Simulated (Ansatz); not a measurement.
# CO2: gradients and densities at the nuclei, part 3 of 3

What field gradients would nuclear probes meet in CO2? The gradients are computed first, then checked by further runs. The cell is a computed entry of the Materials Project. Planned: a single point, then r2SCAN, then a check of shift with xc_grid with ecutwfc, then PBE, rigid cores, then a check of xc.

Ansatz 0.2.0; DFT, PBE, plane-wave PAW, default files, scalar-relativistic, as far as a step names no other.

**5. Cores kept from responding**

Contents of input.yaml:

```yaml
crystal:
  lattice:
    - [4.78454533, 0.0, 0.0]
    - [0.0, 6.31553964, 0.0]
    - [0.0, 0.0, 5.67889084]
  atoms:
    - { symbol: C, position: [0.5, 0.85299852, 0.75] }
    - { symbol: C, position: [0.0, 0.35299852, 0.75] }
    - { symbol: C, position: [0.0, 0.64700148, 0.25] }
    - { symbol: C, position: [0.5, 0.14700148, 0.25] }
    - { symbol: O, position: [0.70097112, 0.14632846, 0.13358302] }
    - { symbol: O, position: [0.29902888, 0.14632846, 0.36641698] }
    - { symbol: O, position: [0.79902888, 0.64632846, 0.13358302] }
    - { symbol: O, position: [0.20097112, 0.35367154, 0.86641698] }
    - { symbol: O, position: [0.20097112, 0.64632846, 0.36641698] }
    - { symbol: O, position: [0.79902888, 0.35367154, 0.63358302] }
    - { symbol: O, position: [0.70097112, 0.85367154, 0.63358302] }
    - { symbol: O, position: [0.29902888, 0.85367154, 0.86641698] }
kpoints:
  mp_grid: { grid: [5, 4, 4] }
scf:
  occupations: { method: fermi_dirac, width: 0.02 }
hamiltonian:
  xc: pbe
  pseudopotentials: { kind: paw, frozen_core: stored }
output:
  forces: true
  stress: true
  populations: true
  efg: { quadrupole_moments_barn: { O: -0.02558 }, contact_densities: true }
```

On the command line:

```sh
ansatz run input.yaml --threads 1 --pin off --max-ram 2560MiB --backend cpu --events-out ev --progress --plain --runs-dir out
```

Log:

```text
Warning: RAYON_NUM_THREADS=1 ignored (pool sized by the plan → 1); use --threads N
Engine: ansatz 0.2.0, aarch64-unknown-linux-gnu
Pseudopotentials: kind: paw
Pseudopotential: C, paw, valence charge 4, recommended cutoff 420 eV (normal), C.paw.azcp
Pseudopotential: O, paw, valence charge 6, recommended cutoff 420 eV (normal), O.paw.azcp
Functional definition: PBE
  parameter kappa = 0.804
  parameter beta = 0.06672455060314922
  exchange = pbe_x(kappa = kappa, mu = beta*pi^2/3)
  correlation = pbe_c(beta = beta)
Crystal: 12 atoms, lattice volume = 171.599 Å³
Basis set: ecut = 420 eV, 3373 PW (Γ), exchange–correlation on 64×90×80 points (8 copies of the dense FFT grid, shifted against one another)
Bands: 44, of which v1, the nominal top of the filled ones, is band 32 counted from 1 (31 counted from 0)
Symmetry: 8 space group operations
Space group: Pbcn (ITA 60), of the structure as read, at distance tolerance 5.6e-5 Å
k-points: 27 of 80
Non-local potential: C, projectors of the file, l = 0: 2, l = 1: 2, l = 2: 1
Non-local potential: O, projectors of the file, l = 0: 2, l = 1: 2, l = 2: 1
PAW form: soft (Blöchl's): semilocal exchange-correlation on the pseudo side does not see the compensation charge
PAW one-centre angular grid: C, 110 points (default); XC on 64 Gauss nodes
PAW one-centre angular grid: O, 110 points (default); XC on 64 Gauss nodes
Initial density: superposition of atomic densities (neutral atoms: chi_scale 0, normalization atom), corrected by the library's trained network
Initial wavefunctions: pseudopotential atomic-orbital guess
Functional: x = pbe(κ = 0.804, μ = 0.2195149727645171), c = pbe(β = 0.06672455060314922)
SCF iter   1: F=—  HF=-5539.378185 eV  |F-HF|=—  |Δ(HF+E_count)|=         —  Δρ=4.10e-3  dr2=1.08e-2  ethr=1.77e-3  ⟨swp⟩=7.4  Hψ=5424  notcnv=0  defer=2
preconditioner: auto → Resta (q_TF=auto, 2.315 Å⁻¹)  ε∞=3.0  [insulator: Δε(μ)=6.657 eV  Ē_g=15.995 eV  σ=0.020 eV  W_gap=1.00  n_scr=34 (ndim 8)  ℏωp=22.7 eV  f_vac=0.171  D(μ)=0.00/eV (n_scr^D=0)  ε∞_Penn≈3.0]
SCF iter   2: F=—  HF=-5539.384329 eV  |F-HF|=—  |Δ(HF+E_count)|=   6.14e-3  Δρ=1.91e-3  dr2=2.37e-3  ethr=1.69e-5  ⟨swp⟩=2.3  Hψ=2405  notcnv=0  defer=114
SCF iter   3: F=—  HF=-5539.386642 eV  |F-HF|=—  |Δ(HF+E_count)|=   2.31e-3  Δρ=6.41e-4  dr2=4.39e-4  ethr=3.71e-6  ⟨swp⟩=2.7  Hψ=1974  notcnv=0  defer=114
SCF iter   4: F=—  HF=-5539.386768 eV  |F-HF|=—  |Δ(HF+E_count)|=   1.26e-4  Δρ=1.39e-4  dr2=3.25e-5  ethr=6.87e-7  ⟨swp⟩=2.9  Hψ=2349  notcnv=0  defer=114
SCF iter   5: F=—  HF=-5539.386823 eV  |F-HF|=—  |Δ(HF+E_count)|=   5.44e-5  Δρ=4.48e-5  dr2=2.95e-6  ethr=5.07e-8  ⟨swp⟩=2.7  Hψ=2003  notcnv=0  defer=114
SCF iter   6: F=—  HF=-5539.386825 eV  |F-HF|=—  |Δ(HF+E_count)|=   2.46e-6  Δρ=1.00e-5  dr2=1.34e-7  ethr=4.60e-9  ⟨swp⟩=2.5  Hψ=1920  notcnv=0  defer=114
SCF iter   7: F=-5539.386825 eV  HF=-5539.386825 eV  |F-HF|=6.07e-9  |Δ(HF+E_count)|=   1.87e-7  Δρ=1.17e-6  dr2=2.29e-9  ethr=1.56e-10  ⟨swp⟩=9.1  Hψ=4908  notcnv=0
SCF 1 converged in 7 iterations: F = -5539.386825 eV  dr2 = 2.29e-9
SCF converged after 7 iterations
Free energy (F): -5539.386825 eV
Harris-Foulkes:  -5539.386825 eV  (|F-HF|=6.07e-9)
Internal energy: -5539.386825 eV  (E = F + TS)
E sigma→0 (E₀):  -5539.386825 eV
Fermi energy:    1.569472 eV
--- Per-component energies (eV) ---
  E_band       = -582.093911
  E_kinetic    = 1743.146359
  E_local      = -4738.980683  (includes V_loc(G=0)·N_el)
  E_nonlocal   = 500.326063
  E_hartree    = 1598.815205
  E_xc         = -766.497240
  E_vxc        = -968.773784  (∫ρ·V_xc dr)
  E_paw        = -1663.744125  (= ΣΔE_a)
  E_vpaw       = -315.461592  (= ΣTr[D̂ρ^β])
  E_aug_tail   = 0.019695  (compensation charges beyond the density's cutoff)
  E_ewald      = -2212.472099
  E_smearing   = -0.000000  (= −TS)
  E_closure    = 0.000000  (closes the sum)
  Σ components = -5539.386825   (vs F -5539.386825, Δ=0.00e0)
--- Forces (eV/Å), atoms counted from 1 ---
  atom   1  C      0.00000000    -0.01389289     0.00000000
  atom   2  C      0.00000000    -0.01389289    -0.00000000
  atom   3  C      0.00000000     0.01389289     0.00000000
  atom   4  C      0.00000000     0.01389289     0.00000000
  atom   5  O      0.13532331    -0.00622695    -0.05950742
  atom   6  O     -0.13532331    -0.00622695     0.05950742
  atom   7  O     -0.13532331    -0.00622695    -0.05950742
  atom   8  O      0.13532331     0.00622695     0.05950742
  atom   9  O      0.13532331    -0.00622695     0.05950742
  atom  10  O     -0.13532331     0.00622695    -0.05950742
  atom  11  O      0.13532331     0.00622695    -0.05950742
  atom  12  O     -0.13532331     0.00622695     0.05950742
  max |Σ_I F_I| component: 8.33e-17 eV/Å
--- Stress (GPa, compression-positive) ---
        2.754749       0.000000       0.000000
        0.000000       1.888748       0.000000
        0.000000       0.000000       2.546061
  P = ⅓ Tr σ = 2.3965 GPa (23.965 kbar)
--- PAW observables at the nuclei: V_zz in 10²¹ V/m², potentials from the cell's mean, atoms counted from 1 ---
  atom   1  C  V_zz =    -2.623043   η = 0.0095   by run symmetry: allowed
            electrostatic potential = -404.787321 V   contact ρ = 869.169173 e/Å³
  atom   2  C  V_zz =    -2.623043   η = 0.0095   by run symmetry: allowed
            electrostatic potential = -404.787321 V   contact ρ = 869.169173 e/Å³
  atom   3  C  V_zz =    -2.623043   η = 0.0095   by run symmetry: allowed
            electrostatic potential = -404.787321 V   contact ρ = 869.169173 e/Å³
  atom   4  C  V_zz =    -2.623043   η = 0.0095   by run symmetry: allowed
            electrostatic potential = -404.787321 V   contact ρ = 869.169173 e/Å³
  atom   5  O  V_zz =    +7.424302   η = 0.0317   by run symmetry: allowed   C_q = -4.5921 MHz
            electrostatic potential = -613.989661 V   contact ρ = 2159.384396 e/Å³
  atom   6  O  V_zz =    +7.424302   η = 0.0317   by run symmetry: allowed   C_q = -4.5921 MHz
            electrostatic potential = -613.989661 V   contact ρ = 2159.384396 e/Å³
  atom   7  O  V_zz =    +7.424302   η = 0.0317   by run symmetry: allowed   C_q = -4.5921 MHz
            electrostatic potential = -613.989661 V   contact ρ = 2159.384396 e/Å³
  atom   8  O  V_zz =    +7.424302   η = 0.0317   by run symmetry: allowed   C_q = -4.5921 MHz
            electrostatic potential = -613.989661 V   contact ρ = 2159.384396 e/Å³
  atom   9  O  V_zz =    +7.424302   η = 0.0317   by run symmetry: allowed   C_q = -4.5921 MHz
            electrostatic potential = -613.989661 V   contact ρ = 2159.384396 e/Å³
  atom  10  O  V_zz =    +7.424302   η = 0.0317   by run symmetry: allowed   C_q = -4.5921 MHz
            electrostatic potential = -613.989661 V   contact ρ = 2159.384396 e/Å³
  atom  11  O  V_zz =    +7.424302   η = 0.0317   by run symmetry: allowed   C_q = -4.5921 MHz
            electrostatic potential = -613.989661 V   contact ρ = 2159.384396 e/Å³
  atom  12  O  V_zz =    +7.424302   η = 0.0317   by run symmetry: allowed   C_q = -4.5921 MHz
            electrostatic potential = -613.989661 V   contact ρ = 2159.384396 e/Å³
--- Band table (eV; the first three rows and the last of 27) ---
  k-point 0: bands = ["-22.4728", "-22.2567", "-22.2461", "-22.1803", "-21.3332", "-21.3025", "-21.2775", "-21.2447", "-7.3417", "-7.3228", "-7.1254", "-7.0493", "-6.7642", "-6.2904", "-6.0900", "-6.0648", "-6.0343", "-5.9631", "-5.7033", "-5.6837", "-5.4343", "-5.3580", "-5.2825", "-5.0716", "-2.7331", "-2.6794", "-2.5701", "-2.5205", "-2.1253", "-2.0055", "-1.8670", "-1.7899", "4.8963", "5.9889", "6.1665", "6.3837", "6.3925", "6.5600", "6.6709", "6.7143", "7.2012", "8.4862", "8.8065", "8.9441"]
  k-point 1: bands = ["-22.4341", "-22.2547", "-22.2472", "-22.2283", "-21.3239", "-21.3034", "-21.2730", "-21.2499", "-7.3669", "-7.2760", "-7.1699", "-7.1441", "-6.5907", "-6.5112", "-6.3423", "-5.9965", "-5.8493", "-5.7319", "-5.6158", "-5.5302", "-5.4475", "-5.3782", "-5.3051", "-5.2919", "-2.6437", "-2.6060", "-2.6030", "-2.5441", "-2.2098", "-2.1066", "-1.8438", "-1.7843", "5.2861", "6.1294", "6.1983", "6.2026", "6.2157", "6.3639", "7.0015", "7.0456", "7.0606", "7.9130", "8.5190", "8.8577"]
  k-point 2: bands = ["-22.3357", "-22.3357", "-22.2506", "-22.2506", "-21.3096", "-21.3096", "-21.2618", "-21.2618", "-7.3031", "-7.3031", "-7.2165", "-7.2165", "-6.6361", "-6.6361", "-6.0306", "-6.0306", "-5.6768", "-5.6768", "-5.6659", "-5.6659", "-5.4033", "-5.4033", "-5.3215", "-5.3215", "-2.6210", "-2.6210", "-2.4244", "-2.4244", "-2.3527", "-2.3527", "-1.8018", "-1.8018", "6.0204", "6.0204", "6.2401", "6.2401", "6.3860", "6.3860", "6.7296", "6.7296", "7.2220", "7.2220", "8.6565", "8.6565"]
  k-point 26: bands = ["-22.2749", "-22.2749", "-22.2744", "-22.2744", "-21.3083", "-21.3083", "-21.3076", "-21.3076", "-7.2065", "-7.2065", "-7.0634", "-7.0634", "-6.5807", "-6.5807", "-6.4023", "-6.4023", "-5.7461", "-5.7461", "-5.6874", "-5.6874", "-5.4590", "-5.4590", "-5.4084", "-5.4084", "-2.2880", "-2.2880", "-2.2818", "-2.2818", "-2.0836", "-2.0836", "-2.0781", "-2.0781", "6.0123", "6.0123", "6.1553", "6.1553", "6.6438", "6.6438", "6.7155", "6.7155", "7.9997", "7.9997", "8.0180", "8.0180"]
--- Löwdin populations: 12 sites ---
  site symbol       q [e]
     0      C      3.2319
     1      C      3.2319
     2      C      3.2319
     3      C      3.2319
     4      O      6.2717
     5      O      6.2717
     6      O      6.2717
     7      O      6.2717
     8      O      6.2717
     9      O      6.2717
    10      O      6.2717
    11      O      6.2717
  spilling = 0.014050 (of n_electrons = 64.000000)
```

It took 11 s on 1 thread of Arm Neoverse V2, shared host; peak memory 0.43 GiB.

State: gap on the mesh 6.68 eV, largest force 0.148 eV/Å, pressure 2.4 GPa.

Beside the values of step 2 (V_zz in 10²¹ V/m²):

| site | atoms | V_zz, PBE | V_zz, PBE, rigid cores | η, PBE | η, PBE, rigid cores |
| --- | --- | --- | --- | --- | --- |
| C | 1, 2, 3, … | -2.92 | -2.62 | 0.01 | 0.01 |
| O | 5, 6, 7, … | 7.09 | 7.42 | 0.03 | 0.03 |

The sizes of the gradients above 0.15 moved by 10 % at C (-2.92 to -2.62). With rigid cores the core electrons don't respond to the crystal's field.

**6. Settings changed: hamiltonian.xc = lda**

Edit input.yaml of step 5 so:

```diff
@@ -23,4 +23,4 @@
 hamiltonian:
-  xc: pbe
-  pseudopotentials: { kind: paw, frozen_core: stored }
+  xc: lda
+  pseudopotentials: { kind: paw }
 output:
```

On the command line:

```sh
ansatz run input.yaml --threads 1 --pin off --max-ram 2560MiB --backend cpu --events-out ev --progress --plain --runs-dir out
```

Log:

```text
Warning: RAYON_NUM_THREADS=1 ignored (pool sized by the plan → 1); use --threads N
[... 4 set-up lines as earlier in the session ...]
Functional definition: SPW92
  exchange = slater_x
  correlation = pw_c
Crystal: 12 atoms, lattice volume = 171.599 Å³
Basis set: ecut = 420 eV, 3373 PW (Γ)
Bands: 44, of which v1, the nominal top of the filled ones, is band 32 counted from 1 (31 counted from 0)
[... 2 set-up lines as earlier in the session ...]
k-points: 27 of 80
[... 3 set-up lines as earlier in the session ...]
PAW frozen core: C, regenerated for the run's functional, and the local potential with it (the file was generated under x = pbe(κ = 0.804, μ = 0.2195149727645171), c = pbe(β = 0.06672455060314922))
PAW frozen core: O, regenerated for the run's functional, and the local potential with it (the file was generated under x = pbe(κ = 0.804, μ = 0.2195149727645171), c = pbe(β = 0.06672455060314922))
[... 4 set-up lines as earlier in the session ...]
Functional: x = slater, c = lda
SCF iter   1: F=—  HF=-5407.937049 eV  |F-HF|=—  |Δ(HF+E_count)|=         —  Δρ=1.12e-2  dr2=1.78e-1  ethr=1.77e-3  ⟨swp⟩=7.4  Hψ=5405  notcnv=0  defer=4
preconditioner: auto → Resta (q_TF=auto, 2.315 Å⁻¹)  ε∞=3.1  [insulator: Δε(μ)=6.236 eV  Ē_g=15.695 eV  σ=0.020 eV  W_gap=1.00  n_scr=34 (ndim 8)  ℏωp=22.7 eV  f_vac=0.171  D(μ)=0.00/eV (n_scr^D=0)  ε∞_Penn≈3.1]
SCF iter   2: F=—  HF=-5407.892355 eV  |F-HF|=—  |Δ(HF+E_count)|=   4.47e-2  Δρ=3.87e-3  dr2=2.19e-2  ethr=2.78e-4  ⟨swp⟩=2.2  Hψ=2255  notcnv=0  defer=118
SCF iter   3: F=—  HF=-5407.887747 eV  |F-HF|=—  |Δ(HF+E_count)|=   4.61e-3  Δρ=1.94e-3  dr2=5.94e-3  ethr=3.43e-5  ⟨swp⟩=2.1  Hψ=1994  notcnv=0  defer=118
SCF iter   4: F=—  HF=-5407.886502 eV  |F-HF|=—  |Δ(HF+E_count)|=   1.24e-3  Δρ=3.66e-4  dr2=1.63e-4  ethr=9.27e-6  ⟨swp⟩=2.4  Hψ=1878  notcnv=0  defer=118
SCF iter   5: F=—  HF=-5407.886558 eV  |F-HF|=—  |Δ(HF+E_count)|=   5.58e-5  Δρ=7.37e-5  dr2=7.50e-6  ethr=2.54e-7  ⟨swp⟩=2.7  Hψ=1975  notcnv=0  defer=118
SCF iter   6: F=—  HF=-5407.886564 eV  |F-HF|=—  |Δ(HF+E_count)|=   6.10e-6  Δρ=1.19e-5  dr2=1.98e-7  ethr=1.17e-8  ⟨swp⟩=2.6  Hψ=1889  notcnv=0  defer=118
SCF iter   7: F=-5407.886564 eV  HF=-5407.886564 eV  |F-HF|=5.59e-9  |Δ(HF+E_count)|=   1.38e-7  Δρ=1.79e-6  dr2=7.84e-9  ethr=1.56e-10  ⟨swp⟩=10.0  Hψ=4875  notcnv=0
SCF 1 converged in 7 iterations: F = -5407.886564 eV  dr2 = 7.84e-9
SCF converged after 7 iterations
Free energy (F): -5407.886564 eV
Harris-Foulkes:  -5407.886564 eV  (|F-HF|=5.59e-9)
Internal energy: -5407.886564 eV  (E = F + TS)
E sigma→0 (E₀):  -5407.886564 eV
Fermi energy:    1.112754 eV
--- Per-component energies (eV) ---
  E_band       = -596.831177
  E_kinetic    = 1730.538142
  E_local      = -4738.386170  (includes V_loc(G=0)·N_el)
  E_nonlocal   = 520.649984
  E_hartree    = 1585.891061
  E_xc         = -748.482031
  E_vxc        = -953.781886  (∫ρ·V_xc dr)
  E_paw        = -1546.672277  (= ΣΔE_a)
  E_vpaw       = -327.653811  (= ΣTr[D̂ρ^β])
  E_aug_tail   = 0.020123  (compensation charges beyond the density's cutoff)
  E_ewald      = -2212.472099
  E_core_change = 1.026702  (= ΣΔE_core)
  E_smearing   = -0.000000  (= −TS)
  E_closure    = -0.000000  (closes the sum)
  Σ components = -5407.886564   (vs F -5407.886564, Δ=0.00e0)
--- Forces (eV/Å), atoms counted from 1 ---
  atom   1  C      0.00000000    -0.00423061     0.00000000
  atom   2  C     -0.00000000    -0.00423061     0.00000000
  atom   3  C      0.00000000     0.00423061     0.00000000
  atom   4  C      0.00000000     0.00423061     0.00000000
  atom   5  O     -0.49615600     0.00477854     0.31680304
  atom   6  O      0.49615600     0.00477854    -0.31680304
  atom   7  O      0.49615600     0.00477854     0.31680304
  atom   8  O     -0.49615600    -0.00477854    -0.31680304
  atom   9  O     -0.49615600     0.00477854    -0.31680304
  atom  10  O      0.49615600    -0.00477854     0.31680304
  atom  11  O     -0.49615600    -0.00477854     0.31680304
  atom  12  O      0.49615600    -0.00477854    -0.31680304
  max |Σ_I F_I| component: 5.55e-17 eV/Å
--- Stress (GPa, compression-positive) ---
       -4.376368       0.000000       0.000000
        0.000000      -0.991433       0.000000
        0.000000       0.000000      -2.824103
  P = ⅓ Tr σ = -2.7306 GPa (-27.306 kbar)
--- PAW observables at the nuclei: V_zz in 10²¹ V/m², potentials from the cell's mean, atoms counted from 1 ---
  atom   1  C  V_zz =    -2.953586   η = 0.0097   by run symmetry: allowed
            electrostatic potential = -404.664625 V   contact ρ = 852.506966 e/Å³
  atom   2  C  V_zz =    -2.953586   η = 0.0097   by run symmetry: allowed
            electrostatic potential = -404.664625 V   contact ρ = 852.506966 e/Å³
  atom   3  C  V_zz =    -2.953586   η = 0.0097   by run symmetry: allowed
            electrostatic potential = -404.664625 V   contact ρ = 852.506966 e/Å³
  atom   4  C  V_zz =    -2.953586   η = 0.0097   by run symmetry: allowed
            electrostatic potential = -404.664625 V   contact ρ = 852.506966 e/Å³
  atom   5  O  V_zz =    +6.510761   η = 0.0316   by run symmetry: allowed   C_q = -4.0270 MHz
            electrostatic potential = -613.599610 V   contact ρ = 2126.960291 e/Å³
  atom   6  O  V_zz =    +6.510761   η = 0.0316   by run symmetry: allowed   C_q = -4.0270 MHz
            electrostatic potential = -613.599610 V   contact ρ = 2126.960291 e/Å³
  atom   7  O  V_zz =    +6.510761   η = 0.0316   by run symmetry: allowed   C_q = -4.0270 MHz
            electrostatic potential = -613.599610 V   contact ρ = 2126.960291 e/Å³
  atom   8  O  V_zz =    +6.510761   η = 0.0316   by run symmetry: allowed   C_q = -4.0270 MHz
            electrostatic potential = -613.599610 V   contact ρ = 2126.960291 e/Å³
  atom   9  O  V_zz =    +6.510761   η = 0.0316   by run symmetry: allowed   C_q = -4.0270 MHz
            electrostatic potential = -613.599610 V   contact ρ = 2126.960291 e/Å³
  atom  10  O  V_zz =    +6.510761   η = 0.0316   by run symmetry: allowed   C_q = -4.0270 MHz
            electrostatic potential = -613.599610 V   contact ρ = 2126.960291 e/Å³
  atom  11  O  V_zz =    +6.510761   η = 0.0316   by run symmetry: allowed   C_q = -4.0270 MHz
            electrostatic potential = -613.599610 V   contact ρ = 2126.960291 e/Å³
  atom  12  O  V_zz =    +6.510761   η = 0.0316   by run symmetry: allowed   C_q = -4.0270 MHz
            electrostatic potential = -613.599610 V   contact ρ = 2126.960291 e/Å³
--- Band table (eV; the first three rows and the last of 27) ---
  k-point 0: bands = ["-22.5070", "-22.2776", "-22.2682", "-22.1988", "-21.4159", "-21.3842", "-21.3584", "-21.3236", "-7.4764", "-7.4656", "-7.2840", "-7.1918", "-7.1259", "-6.6388", "-6.3949", "-6.3622", "-6.3498", "-6.2868", "-6.0242", "-5.9789", "-5.6989", "-5.6442", "-5.6128", "-5.3708", "-3.0877", "-3.0238", "-2.9073", "-2.8569", "-2.4460", "-2.3219", "-2.1779", "-2.0978", "4.2909", "5.5473", "5.7353", "5.9463", "5.9574", "6.1357", "6.2553", "6.2989", "6.7976", "7.9933", "8.1962", "8.3839"]
  k-point 1: bands = ["-22.4666", "-22.2758", "-22.2691", "-22.2500", "-21.4057", "-21.3847", "-21.3537", "-21.3292", "-7.5283", "-7.4161", "-7.3412", "-7.2994", "-6.9581", "-6.8284", "-6.6657", "-6.2741", "-6.1354", "-6.0076", "-5.9457", "-5.8158", "-5.7494", "-5.6828", "-5.6211", "-5.6008", "-2.9927", "-2.9487", "-2.9440", "-2.8825", "-2.5338", "-2.4272", "-2.1538", "-2.0919", "4.6796", "5.6940", "5.7659", "5.7666", "5.7842", "5.9276", "6.5947", "6.6365", "6.6581", "7.3008", "8.0197", "8.3112"]
  k-point 2: bands = ["-22.3634", "-22.3634", "-22.2720", "-22.2720", "-21.3905", "-21.3905", "-21.3419", "-21.3419", "-7.4721", "-7.4721", "-7.3702", "-7.3702", "-6.9904", "-6.9904", "-6.3044", "-6.3044", "-5.9960", "-5.9960", "-5.9185", "-5.9185", "-5.7188", "-5.7188", "-5.6412", "-5.6412", "-2.9650", "-2.9650", "-2.7600", "-2.7600", "-2.6843", "-2.6843", "-2.1100", "-2.1100", "5.5847", "5.5847", "5.7268", "5.7268", "5.8763", "5.8763", "6.2872", "6.2872", "6.8289", "6.8289", "8.1356", "8.1356"]
  k-point 26: bands = ["-22.2984", "-22.2984", "-22.2981", "-22.2981", "-21.3895", "-21.3895", "-21.3889", "-21.3889", "-7.3910", "-7.3910", "-7.1956", "-7.1956", "-6.9239", "-6.9239", "-6.6943", "-6.6943", "-6.0465", "-6.0465", "-5.9894", "-5.9894", "-5.7678", "-5.7678", "-5.7161", "-5.7161", "-2.6171", "-2.6171", "-2.6107", "-2.6107", "-2.4050", "-2.4050", "-2.3985", "-2.3985", "5.5636", "5.5636", "5.7191", "5.7191", "6.2171", "6.2171", "6.2984", "6.2984", "7.4150", "7.4150", "7.4480", "7.4480"]
--- Löwdin populations: 12 sites ---
  site symbol       q [e]
     0      C      3.2503
     1      C      3.2503
     2      C      3.2503
     3      C      3.2503
     4      O      6.2636
     5      O      6.2636
     6      O      6.2636
     7      O      6.2636
     8      O      6.2636
     9      O      6.2636
    10      O      6.2636
    11      O      6.2636
  spilling = 0.013905 (of n_electrons = 64.000000)
```

Run time: 11 s. Hardware: 1 thread of Arm Neoverse V2, shared host; peak memory 0.44 GiB.

State: gap on the mesh 6.38 eV, largest force 0.589 eV/Å, pressure -2.7 GPa.

What changed since step 2 (V_zz in 10²¹ V/m²):

```csv
site,atoms,"V_zz, PBE","V_zz, xc lda","η, PBE","η, xc lda"
C,"1, 2, 3, …",-2.92,-2.95,0.01,0.01
O,"5, 6, 7, …",7.09,6.51,0.03,0.03
```

The sizes of the gradients above 0.15 moved by 8 % at O (7.09 to 6.51).

**7. From gradients to spectra (values of step 2)**

¹⁷O (I = 5/2, Q = -25.58 mb) in zero field: pure quadrupole lines, for atoms at rest. Strengths are squared matrix elements for a powder, against the strongest line of the same site.

```csv
site,count,line (MHz),strength
O,8,0.658,1.00
O,8,1.32,0.63
```

**8. Summary of results**

What follows sums up all 3 parts.

| quantity | value |
| --- | --- |
| state (step 2) | gap on the mesh 6.68 eV, largest force 0.148 eV/Å, pressure 2.4 GPa |
| V_zz by site, step 2 (10²¹ V/m²) | C -2.92, O 7.09 |
| largest C_Q in size, step 2 | 4.38 MHz, ¹⁷O at O |
| step 3 (functional r2SCAN) against step 2 | 21 % at C (-2.92 to -3.55) |
| step 4 (kpoints.mp_grid.shift = [0.5, 0.5, 0.5], basis.xc_grid = 1, basis.ecutwfc = 36.7 Ry) against step 2 | 1.7 % at C (-2.922 to -2.973) |
| step 5 (cores kept from responding) against step 2 | 10 % at C (-2.92 to -2.62) |
| step 6 (hamiltonian.xc = lda) against step 2 | 8 % at O (7.09 to 6.51) |

The largest gradient sits at O (1 C at 1.17 Å). Between PBE and r2SCAN the gradients differ by up to 21 %. Going from PBE to PBE, rigid cores moves the gradients by up to 10 %. The ¹⁷O zero-field lines reach up to 1.32 MHz, for nuclei at rest; thermal motion mostly lowers such lines a little.

These are semilocal Kohn-Sham gaps, which aren't the measured quantity. Such gaps usually fall short of the measured ones.
